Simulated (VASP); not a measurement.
# Al (Fm-3m) in VASP: further runs

The runs below take Al through single point, with LDA.

All numbers are computed with VASP 6.6.1; they aren't measurements. Logs are shortened: lines on timing, memory, paths and dates and some standing lists are left out, and cuts for length are marked.

## 1. The undisturbed crystal

It takes space group Fm-3m (No. 225, cubic). The conventional cell has a = 4.050 Å, b = 4.050 Å, c = 4.050 Å, α = 90.00°, β = 90.00°, γ = 90.00°. Around Al (site symmetry m-3m) lie 12 Al at 2.86 Å.

## 2. Single point, LDA (grid = ENCUT=350 dk=0.6 cell=4x4x4 ISMEAR=1 SIGMA=0.1 LREAL=Auto EDIFF=1e-06)

File INCAR:

```
PREC = Accurate
ENCUT = 350
EDIFF = 1E-6
ISMEAR = 1
SIGMA = 0.1
LREAL = Auto
LASPH = T
NELM = 120
ALGO = Fast
ISIF = 2
LWAVE = F
LCHARG = F
NBANDS = 159
NCORE = 1
KPAR = 2
```

File KPOINTS:

```
regular mesh
0
Gamma
  2 2 2
```

File POSCAR:

```
Al
1.0
    0.0000000000      8.0992200000      8.0992200000
    8.0992200000      0.0000000000      8.0992200000
    8.0992200000      8.0992200000      0.0000000000
Al
64
Direct
    0.0000000000      0.0000000000      0.0000000000
    0.0000000000      0.0000000000      0.2500000000
    0.0000000000      0.0000000000      0.5000000000
    0.0000000000      0.0000000000      0.7500000000
    0.0000000000      0.2500000000      0.0000000000
    0.0000000000      0.2500000000      0.2500000000
    0.0000000000      0.2500000000      0.5000000000
    0.0000000000      0.2500000000      0.7500000000
    0.0000000000      0.5000000000      0.0000000000
    0.0000000000      0.5000000000      0.2500000000
    0.0000000000      0.5000000000      0.5000000000
    0.0000000000      0.5000000000      0.7500000000
    0.0000000000      0.7500000000      0.0000000000
    0.0000000000      0.7500000000      0.2500000000
    0.0000000000      0.7500000000      0.5000000000
    0.0000000000      0.7500000000      0.7500000000
    0.2500000000      0.0000000000      0.0000000000
    0.2500000000      0.0000000000      0.2500000000
    0.2500000000      0.0000000000      0.5000000000
    0.2500000000      0.0000000000      0.7500000000
    0.2500000000      0.2500000000      0.0000000000
    0.2500000000      0.2500000000      0.2500000000
    0.2500000000      0.2500000000      0.5000000000
    0.2500000000      0.2500000000      0.7500000000
    0.2500000000      0.5000000000      0.0000000000
    0.2500000000      0.5000000000      0.2500000000
    0.2500000000      0.5000000000      0.5000000000
    0.2500000000      0.5000000000      0.7500000000
    0.2500000000      0.7500000000      0.0000000000
    0.2500000000      0.7500000000      0.2500000000
    0.2500000000      0.7500000000      0.5000000000
    0.2500000000      0.7500000000      0.7500000000
    0.5000000000      0.0000000000      0.0000000000
    0.5000000000      0.0000000000      0.2500000000
    0.5000000000      0.0000000000      0.5000000000
    0.5000000000      0.0000000000      0.7500000000
    0.5000000000      0.2500000000      0.0000000000
    0.5000000000      0.2500000000      0.2500000000
    0.5000000000      0.2500000000      0.5000000000
    0.5000000000      0.2500000000      0.7500000000
    0.5000000000      0.5000000000      0.0000000000
    0.5000000000      0.5000000000      0.2500000000
    0.5000000000      0.5000000000      0.5000000000
    0.5000000000      0.5000000000      0.7500000000
    0.5000000000      0.7500000000      0.0000000000
    0.5000000000      0.7500000000      0.2500000000
    0.5000000000      0.7500000000      0.5000000000
    0.5000000000      0.7500000000      0.7500000000
    0.7500000000      0.0000000000      0.0000000000
    0.7500000000      0.0000000000      0.2500000000
    0.7500000000      0.0000000000      0.5000000000
    0.7500000000      0.0000000000      0.7500000000
    0.7500000000      0.2500000000      0.0000000000
    0.7500000000      0.2500000000      0.2500000000
    0.7500000000      0.2500000000      0.5000000000
    0.7500000000      0.2500000000      0.7500000000
    0.7500000000      0.5000000000      0.0000000000
    0.7500000000      0.5000000000      0.2500000000
    0.7500000000      0.5000000000      0.5000000000
    0.7500000000      0.5000000000      0.7500000000
    0.7500000000      0.7500000000      0.0000000000
    0.7500000000      0.7500000000      0.2500000000
    0.7500000000      0.7500000000      0.5000000000
    0.7500000000      0.7500000000      0.7500000000
```

Potentials or basis: VASP PAW LDA potentials, release 64 (Al).

On the command line:

```sh
$ cat potpaw_LDA.64/Al/POTCAR > POTCAR
$ mpirun -np 4 vasp_std > vasp.out
```

OUTCAR:

```text
PREC = Accurate
   ENCUT = 350
   EDIFF = 1E-6
   ISMEAR = 1
   LREAL = Auto
   LASPH = T
   NELM = 120
   ISIF = 2

 Found      3 irreducible k-points:

 Following reciprocal coordinates:
            Coordinates               Weight
  0.000000  0.000000  0.000000      1.000000
  0.500000  0.000000  0.000000      4.000000
  0.500000  0.500000  0.000000      3.000000
   k-points           NKPTS =      3   k-points in BZ     NKDIM =      3   number of bands    NBANDS=    160
   number of dos      NEDOS =    301   number of ions     NIONS =     64
   total plane-waves  NPLWV = 343000
   dimension x,y,z NGX =    70 NGY =   70 NGZ =   70
   dimension x,y,z NGXF=   140 NGYF=  140 NGZF=  140
   ions per type =              64
   NGX,Y,Z   is equivalent  to a cutoff of  10.16, 10.16, 10.16 a.u.
   NGXF,Y,Z  is equivalent  to a cutoff of  20.32, 20.32, 20.32 a.u.
 SYSTEM =  unknown system
   PREC   = accura    normal or accurate (medium, high low for compatibility)
   ISTART =      0    job   : 0-new  1-cont  2-samecut
   ICHARG =      2    charge: 1-file 2-atom 10-const
   ISPIN  =      1    spin polarized calculation?
   LNONCOLLINEAR =      F non collinear calculations
   LSORBIT =      F    spin-orbit coupling
   LASPH  =      T    aspherical Exc in radial PAW
   ENCUT  =  350.0 eV  25.72 Ry    5.07 a.u.  17.47 17.47 17.47*2*pi/ulx,y,z
   NELM   =    120;   NELMIN=  2; NELMDL= -5     # of ELM steps
   EDIFF  = 0.1E-05   stopping-criterion for ELM
   LREAL  =      T    real-space projection
   EDIFFG = 0.1E-04   stopping-criterion for IOM
   NSW    =      0    number of steps for IOM
[... 5 lines left out ...]
   TEBEG  =    0.0;   TEEND  =   0.0 temperature during run
   PSTRESS=    0.0 pullay stress
   NELECT =     192.0000    total number of electrons
   NUPDOWN=      -1.0000    fix difference up-down
   EMIN   =  10.00;   EMAX   =-10.00  energy-range for DOS
   EFERMI =   0.00;   METHOD = LEGACY
   ISMEAR =     1;   SIGMA  =   0.10  broadening in eV -4-tet -1-fermi 0-gaus
   EFERMI_NEDOS =   21; number of points for ismear=-14 and -15
   IALGO  =     68    algorithm
   IMIX   =      4    mixing-type and parameters
     AMIX     =   0.40;   BMIX     =  1.00
     AMIX_MAG =   1.60;   BMIX_MAG =  1.00
  volume/ion in A,a.u.               =      16.60       112.04
  Fermi-wavevector in a.u.,A,eV,Ry     =   0.925526  1.748991 11.654733  0.856599
  Thomas-Fermi vector in A             =   2.051390
   LORBIT       =      0    0 simple, 1 ext, 2 COOP (PROOUT), +10 PAW based schemes
   GGA     = CA    functional components
   LHFCALC =     F    Hartree Fock is set to
   AEXX    =    0.0000 exact exchange contribution
   IVDW    =     0    specifies the selected vdW correction
   LEPSILON=     F    determine dielectric tensor
   LRPA    =     F    only Hartree local field effects (RPA)
 non-spin polarized calculation
 RMM-DIIS sequential band-by-band and
 Methfessel and Paxton  Order N= 1 SIGMA  =   0.10
  energy-cutoff  :      350.00
  volume of cell :     1062.57
 maximum number of plane-waves:     15808
 NGX is ok and might be reduce to    70
   NGX = 35   NGY = 35   NGZ = 35

 number of electron     192.0000005 magnetization

 Free energy of the ion-electron system (eV)
  ---------------------------------------------------
  ext. energy  EPLUGINS =         0.00000000
  ---------------------------------------------------
  free energy    TOTEN  =      -267.25441313 eV

  energy without entropy =     -267.18660159  energy(sigma->0) =     -267.23180929

 E-fermi :   7.8186     XC(G=0): -10.3199

 val. band max:        7.4266551005   @ k =   0.5000   0.5000   0.0000
 cond. band min:       7.8649691124   @ k =   0.5000   0.0000   0.0000
 fundamental gap:      0.4383140119
 Fermi energy:         7.8185799204

 k-point     1 :       0.0000    0.0000    0.0000
  band No.  band energies     occupation
      1      -3.3293      2.00000
      2      -1.6506      2.00000
      3      -1.6506      2.00000
      4      -1.6506      2.00000
      5      -1.6506      2.00000
      6      -1.6506      2.00000
[... 100 lines left out ...]
    107       7.9475     -0.06973
    108       8.6924     -0.00000

 k-point     2 :       0.5000    0.0000    0.0000
  band No.  band energies     occupation
      1      -2.9078      2.00000
      2      -2.9078      2.00000
      3      -1.7897      2.00000
      4      -1.7897      2.00000
      5      -1.7897      2.00000
      6      -1.7897      2.00000
[... 100 lines left out ...]
    107       8.0945     -0.00067
    108       8.0945     -0.00067

 k-point     3 :       0.5000    0.5000    0.0000
  band No.  band energies     occupation
      1      -2.7675      2.00000
      2      -2.7675      2.00000
      3      -2.2080      2.00000
      4      -2.2080      2.00000
      5      -2.2080      2.00000
      6      -2.2080      2.00000
[... 100 lines left out ...]
    107       8.5551     -0.00000
    108       8.5551     -0.00000
 [bands above 108 left out]

------------------------ aborting loop because EDIFF is reached ----------------------------------------

  FORCE on cell =-STRESS in cart. coord.  units (eV):
  Direction    XX          YY          ZZ          XY          YZ          ZX
  --------------------------------------------------------------------------------------
  -------------------------------------------------------------------------------------
  Total      -24.3804544    -24.3804544    -24.3804544     -0.0000000     -0.0000000      0.0000000
  in kB      -36.7614636    -36.7614636    -36.7614636     -0.0000000     -0.0000000      0.0000000
  external PRESSURE =     -36.7614636 kB  Pullay stress =       0.0000000 kB

 VOLUME and BASIS-vectors are now :
 -----------------------------------------------------------------------------
  energy-cutoff  :      350.00
  volume of cell :     1062.57
      direct lattice vectors                 reciprocal lattice vectors
     0.000000000  8.099220000  8.099220000    -0.061734340  0.061734340  0.061734340
     8.099220000  0.000000000  8.099220000     0.061734340 -0.061734340  0.061734340
     8.099220000  8.099220000  0.000000000     0.061734340  0.061734340 -0.061734340

 POSITION                                       TOTAL-FORCE (eV/Angst)
 -----------------------------------------------------------------------------------
      0.00000      0.00000      0.00000        -0.000000     -0.000000      0.000000
      2.02481      2.02481      0.00000         0.000000      0.000000     -0.000000
      4.04961      4.04961      0.00000        -0.000000     -0.000000      0.000000
      6.07442      6.07442      0.00000        -0.000000     -0.000000     -0.000000
      2.02481      0.00000      2.02481         0.000000     -0.000000      0.000000
      4.04961      2.02481      2.02481         0.000000      0.000000     -0.000000
[... 56 lines left out ...]
     10.12402     10.12402     12.14883         0.000000     -0.000000      0.000000
     12.14883     12.14883     12.14883         0.000000      0.000000      0.000000
 -----------------------------------------------------------------------------------
    total drift:                               -0.000000     -0.000000     -0.000000

  FREE ENERGIE OF THE ION-ELECTRON SYSTEM (eV)
  ---------------------------------------------------
  free  energy   TOTEN  =      -267.2544131330 eV

  energy  without entropy=     -267.1866015910  energy(sigma->0) =     -267.23180929
```

It took 3.5 min on 4 MPI ranks of Intel Xeon Platinum 8488C (Sapphire Rapids), shared host; peak memory 0.43 GiB.

These settings aren't checked as converged: the numbers below hold their error.

What came out:

```
Free energy            : -267.2544 eV
Pressure               : -3.7 GPa
Band gap on the k mesh : none (metal or under the smearing width)
```

## 3. Single point, LDA (grid = ENCUT=600 dk=0.27 cell=3x3x3 ISMEAR=1 SIGMA=0.1 LREAL=Auto EDIFF=1e-06)

File INCAR:

```
SYSTEM = Al
PREC = Accurate
ENCUT = 600
EDIFF = 1E-6
ISMEAR = 1
SIGMA = 0.1
LREAL = Auto
LASPH = .True.
NELM = 120
ALGO = Fast
ISIF = 2
LWAVE = .False.
LCHARG = .False.
GGA = CA
NBANDS = 65
```

File KPOINTS:

```
Automatic mesh
0
Gamma
  4 4 4
  0 0 0
```

File POSCAR:

```
Al
1.0
    0.0000000000      6.0744150000      6.0744150000
    6.0744150000      0.0000000000      6.0744150000
    6.0744150000      6.0744150000      0.0000000000
Al
26
Direct
    0.0000000000      0.0000000000      0.3333333333
    0.0000000000      0.0000000000      0.6666666667
    0.0000000000      0.3333333333      0.0000000000
    0.0000000000      0.3333333333      0.3333333333
    0.0000000000      0.3333333333      0.6666666667
    0.0000000000      0.6666666667      0.0000000000
    0.0000000000      0.6666666667      0.3333333333
    0.0000000000      0.6666666667      0.6666666667
    0.3333333333      0.0000000000      0.0000000000
    0.3333333333      0.0000000000      0.3333333333
    0.3333333333      0.0000000000      0.6666666667
    0.3333333333      0.3333333333      0.0000000000
    0.3333333333      0.3333333333      0.3333333333
    0.3333333333      0.3333333333      0.6666666667
    0.3333333333      0.6666666667      0.0000000000
    0.3333333333      0.6666666667      0.3333333333
    0.3333333333      0.6666666667      0.6666666667
    0.6666666667      0.0000000000      0.0000000000
    0.6666666667      0.0000000000      0.3333333333
    0.6666666667      0.0000000000      0.6666666667
    0.6666666667      0.3333333333      0.0000000000
    0.6666666667      0.3333333333      0.3333333333
    0.6666666667      0.3333333333      0.6666666667
    0.6666666667      0.6666666667      0.0000000000
    0.6666666667      0.6666666667      0.3333333333
    0.6666666667      0.6666666667      0.6666666667
```

Potentials or basis: VASP PAW LDA potentials, release 64 (Al).

On the command line:

```sh
$ cat potpaw_LDA.64/Al/POTCAR > POTCAR
$ mpirun -np 1 vasp_std > vasp.out
```

OUTCAR:

```text
SYSTEM = Al
   PREC = Accurate
   ENCUT = 600
   EDIFF = 1E-6
   ISMEAR = 1
   LREAL = Auto
   LASPH = .True.
   NELM = 120
   ISIF = 2
   GGA = CA

 Found      8 irreducible k-points:

 Following reciprocal coordinates:
            Coordinates               Weight
  0.000000  0.000000  0.000000      1.000000
  0.250000  0.000000  0.000000      8.000000
  0.500000  0.000000  0.000000      4.000000
  0.250000  0.250000  0.000000      6.000000
  0.500000  0.250000  0.000000     24.000000
 -0.250000  0.250000  0.000000     12.000000
   k-points           NKPTS =      8   k-points in BZ     NKDIM =      8   number of bands    NBANDS=     65
[... 409 lines left out ...]
  Total      -11.0031185    -11.0031185    -11.0031185     -0.0000000      0.0000000      0.0000000
  in kB      -39.3262920    -39.3262920    -39.3262920     -0.0000000      0.0000000      0.0000000
  external PRESSURE =     -39.3262920 kB  Pullay stress =       0.0000000 kB

 VOLUME and BASIS-vectors are now :
 -----------------------------------------------------------------------------
  energy-cutoff  :      600.00
  volume of cell :      448.27
      direct lattice vectors                 reciprocal lattice vectors
     0.000000000  6.074415000  6.074415000    -0.082312453  0.082312453  0.082312453
     6.074415000  0.000000000  6.074415000     0.082312453 -0.082312453  0.082312453
     6.074415000  6.074415000  0.000000000     0.082312453  0.082312453 -0.082312453

 POSITION                                       TOTAL-FORCE (eV/Angst)
 -----------------------------------------------------------------------------------
      2.02480      2.02480      0.00000        -0.047807     -0.047807      0.000000
      4.04961      4.04961      0.00000         0.047807      0.047807      0.000000
      2.02480      0.00000      2.02480        -0.047807      0.000000     -0.047807
      4.04961      2.02480      2.02480         0.016649     -0.016649     -0.016649
      6.07442      4.04961      2.02480         0.000000      0.047807     -0.047807
      4.04961      0.00000      4.04961         0.047807      0.000000      0.047807
[... 18 lines left out ...]
      6.07442      6.07442      8.09922         0.000000      0.000000      0.056037
      8.09922      8.09922      8.09922        -0.016649     -0.016649     -0.016649
 -----------------------------------------------------------------------------------
    total drift:                                0.000000      0.000000     -0.000000

  FREE ENERGIE OF THE ION-ELECTRON SYSTEM (eV)
  ---------------------------------------------------
  free  energy   TOTEN  =      -107.8862720705 eV

  energy  without entropy=     -107.8970383421  energy(sigma->0) =     -107.88986083
```

Wall time 7.6 min (1 thread of Intel Xeon Platinum 8488C (Sapphire Rapids), shared host); peak memory 0.55 GiB.

These settings aren't checked as converged: the numbers below hold their error.

What came out:

| Property | Result |
| --- | --- |
| Free energy | -107.8863 eV |
| Pressure | -3.9 GPa |
| Largest force | 0.068 eV/Å |
| Band gap on the k mesh | none (metal or under the smearing width) |

(Continued in part 2 of 2.)
